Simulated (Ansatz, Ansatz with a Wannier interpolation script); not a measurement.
# Al2O3 (Corundum): what limits a Wannier interpolation of GW, part 2 of 2

Wanted: errors and cost of interpolated bands of Al2O3 (Corundum) under coarser or faulty settings.

Ansatz 0.2.0; maximally localised Wannier functions, PBE, plane waves, PAW. Known limits of the many-body steps: not at the basis limit; coarse k mesh.

So far. Step 3 (Wannier model on 4×4×4): Near the gap the model misses directly solved bands by 2.9 meV r.m.s. and by 18 meV at most in the window tested. This tests the starting bands, not the corrections carried with them. Step 5 (G0W0: 4×4×4 mesh, 354 empty bands, screening to 150 eV): The G0W0 gap on the mesh is 8.912 eV.

**6. G0W0: 2×2×2 mesh, 354 empty bands, screening to 150 eV**

Level of this step: G0W0 on PBE, plane waves, PAW (Ansatz).

input.yaml reads:

```yaml
crystal:
  lattice:
    - [2.38025, 1.3742379782, 4.3318666667]
    - [-2.38025, 1.3742379782, 4.3318666667]
    - [0.0, -2.7484759565, 4.3318666667]
  atoms:
    - { symbol: Al, position: [0.35216, 0.35216, 0.35216] }
    - { symbol: Al, position: [0.14784, 0.14784, 0.14784] }
    - { symbol: Al, position: [0.64784, 0.64784, 0.64784] }
    - { symbol: Al, position: [0.85216, 0.85216, 0.85216] }
    - { symbol: O, position: [0.55668, 0.94332, 0.25] }
    - { symbol: O, position: [0.25, 0.55668, 0.94332] }
    - { symbol: O, position: [0.94332, 0.25, 0.55668] }
    - { symbol: O, position: [0.44332, 0.05668, 0.75] }
    - { symbol: O, position: [0.75, 0.44332, 0.05668] }
    - { symbol: O, position: [0.05668, 0.75, 0.44332] }
kpoints:
  mp_grid: { grid: [2, 2, 2] }
hamiltonian:
  xc: pbe
scf:
  occupations: { method: fixed }
gw:
  n_empty_bands: 354
  ecut_chi: 150.0
  qp_bands: [v18, c2]
  screening: { model: contour_deformation }
```

Command:

```sh
> ansatz run input.yaml --threads 3 --pin off --max-ram 64512MiB --backend cuda --events-out ev --progress --plain --runs-dir out --devices 1 --max-vram 24GiB  # rebuilt from the run's record
```

Numbers of over 12 decimals in the logs are rounded to 6 here.

What it wrote:

```text
GPUs: using 1 of 1 available (devices: 1).
[...]
concurrent solve slots: 2 of 3 are kept, ahead of what memory takes: no pass of the eigensolver takes more rounds on 2
[...]
GPU FFT provider: cuFFT
GPU libraries: cuBLAS 13.8.2, cuFFT 12.4.0, cuSOLVER 12.3.4
Crystal: 10 atoms, lattice volume = 85.018 Å³
Basis set: ecut = 420 eV, 1653 PW (Γ)
[...]
0    14      4.4379   -23.9228     4.6840   -17.3372  0.7948     2.4997     2.5363  root
[...]
3    23      7.3757   -26.8544     4.4023   -20.9888  0.8024     5.8962     5.9125  root
     3    24      7.3757   -26.8544     4.4023   -20.9888  0.8024     5.8962     5.9125  root
     3    25     16.4341   -10.4200    -4.3903   -16.2371  0.8393    17.8732    17.8609  root
     3    26     16.4341   -10.4200    -4.3903   -16.2371  0.8393    17.8732    17.8609  root
[key lines of the parts left out:]
SCF converged after 6 iterations
Free energy (F): -5569.495705 eV
Fermi energy:    7.758466 eV
```

Run time: 5.7 s. Hardware: 1 × NVIDIA H100 80GB HBM3 (shared by 3 runs) with 3 threads of AMD EPYC 7R13 (Zen 3), shared host; peak memory 1.1 GiB.

The G0W0 gap on the mesh is 8.928 eV.

**7. G0W0: 8×8×8 mesh, 125 empty bands, screening to 75 eV**

input.yaml, as its differences from that of step 6:

```diff
@@ -17,3 +17,3 @@
 kpoints:
-  mp_grid: { grid: [2, 2, 2] }
+  mp_grid: { grid: [8, 8, 8] }
 hamiltonian:
@@ -23,4 +23,4 @@
 gw:
-  n_empty_bands: 354
-  ecut_chi: 150.0
+  n_empty_bands: 125
+  ecut_chi: 75
   qp_bands: [v18, c2]
```

What it wrote:

```text
GPUs: using 1 of 1 available (devices: 1).
[...]
GPU FFT provider: cuFFT
GPU libraries: cuBLAS 13.8.2, cuFFT 12.4.0, cuSOLVER 12.3.4
Crystal: 10 atoms, lattice volume = 85.018 Å³
Basis set: ecut = 420 eV, 1653 PW (Γ)
Bands: 34, of which v1, the nominal top of the filled ones, is band 24 counted from 1 (23 counted from 0)
Symmetry: 12 space group operations
[...]
k-points: 65 of 512
[...]
0    14      4.4322   -23.8995     4.9058   -17.3408  0.8000     2.7529     2.7794  root
[...]
64    23      7.3683   -26.7350     4.6821   -20.9898  0.8117     6.2973     6.3051  root
    64    24      7.3683   -26.7350     4.6821   -20.9898  0.8117     6.2973     6.3051  root
    64    25     16.4293   -10.5569    -4.0412   -16.2397  0.8485    18.0856    18.0709  root
    64    26     16.4293   -10.5569    -4.0412   -16.2397  0.8485    18.0856    18.0709  root
[key lines of the parts left out:]
SCF converged after 6 iterations
Free energy (F): -5569.550957 eV
Fermi energy:    7.750939 eV
```

The job ended after 7 min (1 × NVIDIA H100 80GB HBM3 (shared by 3 runs) with 3 threads; peak memory 1.9 GiB).

The G0W0 gap on the mesh is 8.570 eV.

**8. G0W0: 4×4×4 mesh, 164 empty bands, screening to 90 eV, plasmon pole**

input.yaml, as its differences from that of step 7:

```diff
@@ -17,3 +17,3 @@
 kpoints:
-  mp_grid: { grid: [8, 8, 8] }
+  mp_grid: { grid: [4, 4, 4] }
 hamiltonian:
@@ -23,5 +23,5 @@
 gw:
-  n_empty_bands: 125
-  ecut_chi: 75
+  n_empty_bands: 164
+  ecut_chi: 90
   qp_bands: [v18, c2]
-  screening: { model: contour_deformation }
+  screening: { model: godby_needs }
```

What it wrote:

```text
GPUs: using 1 of 1 available (devices: 1).
[...]
GPU FFT provider: cuFFT
GPU libraries: cuBLAS 13.8.2, cuFFT 12.4.0, cuSOLVER 12.3.4
Crystal: 10 atoms, lattice volume = 85.018 Å³
Basis set: ecut = 420 eV, 1653 PW (Γ)
Bands: 34, of which v1, the nominal top of the filled ones, is band 24 counted from 1 (23 counted from 0)
Symmetry: 12 space group operations
[...]
k-points: 13 of 64
[...]
0    14      4.4322   -23.9025     4.8070   -17.3408  0.8159     2.6527     2.6776  root
[...]
12    23      7.3684   -26.7487     4.6039   -20.9898  0.8170     6.2066     6.2133  root
    12    24      7.3684   -26.7487     4.6039   -20.9898  0.8170     6.2066     6.2133  root
    12    25     16.4293   -10.5419    -4.1092   -16.2397  0.8518    18.0278    18.0180  root
    12    26     16.4293   -10.5419    -4.1092   -16.2397  0.8518    18.0278    18.0180  root
[key lines of the parts left out:]
SCF converged after 6 iterations
Free energy (F): -5569.550833 eV
Fermi energy:    7.750965 eV
```

Run time: 27 s. Hardware: 1 × NVIDIA H100 80GB HBM3 (shared by 3 runs) with 3 threads; peak memory 1.4 GiB; 61 s of CPU time.

The G0W0 gap on the mesh is 8.650 eV.

**9. Interpolated results**

Times are wall times on 1 × NVIDIA H100 80GB HBM3 (shared by 3 runs) with 3 threads of AMD EPYC 7R13 (Zen 3), shared host, good to a factor of about two.

```
GW mesh  empty bands  cutoff (eV)            frequency  gap on mesh (eV)  gap over zone (eV)  direct gap (eV)  valence width (eV)  GW time
  4×4×4          354          150  contour deformation             8.912               8.912            8.912               7.524     18 s
  2×2×2          354          150  contour deformation             8.928               8.931            8.931               7.516    5.7 s
  8×8×8          125           75  contour deformation             8.570               8.570            8.570               7.718    7 min
  4×4×4          164           90         plasmon pole             8.650               8.650            8.650               7.801     27 s
```

**10. Outcome**

```json
{"4×4×4 mesh, 354 empty bands, screening to 150 eV": "8.91 eV", "2×2×2 mesh, 354 empty bands, screening to 150 eV": "8.93 eV", "8×8×8 mesh, 125 empty bands, screening to 75 eV": "8.57 eV", "4×4×4 mesh, 164 empty bands, screening to 90 eV, plasmon pole": "8.65 eV"}
```

In words: The largest change, −0.34 eV in the gap over the zone, comes with 8×8×8 mesh, 125 empty bands, screening to 75 eV. The first run is a reference, not a converged one, and where a row moves several settings no single cause can be named. Rows on another GW mesh add that mesh's corrections to the bands of the one model. Coarser Wannier mesh (4×4×4): the miss near the gap goes from under 1 (the model on 8×8×8) to 3 meV and the total spread from 46.8 to 41.9 Å². With 2×2×2 mesh, 354 empty bands, screening to 150 eV the gap over the zone moves by +0.02 eV and that on the mesh by +0.02 eV. With 8×8×8 mesh, 125 empty bands, screening to 75 eV the gap over the zone moves by −0.34 eV and that on the mesh by −0.34 eV. With 4×4×4 mesh, 164 empty bands, screening to 90 eV, plasmon pole the gap over the zone moves by −0.26 eV and that on the mesh by −0.26 eV. Gaps over the zone and on the mesh differ where an edge lies off the mesh, or where a GW run starts from another density: the starting gap over the zone is 6.217 eV, on the GW meshes it is 6.217 eV and 6.214 eV.

[Paths, hosts, dates, memory and timing lines, banners, echoed tables and standing remarks are left out of the program output.]

[Logs are printed without paths, hosts, clocks, repeated set-up lines and the standing remarks that a program may print on its own settings, such as how far it seeks lower states.]

[Runs of the session that timed out or met a known fault of the program may be left out.]

[Hosts, paths, dates, database ids (printed as entryN), source tags and the programs' standing remarks are cut or masked in the printed files.]
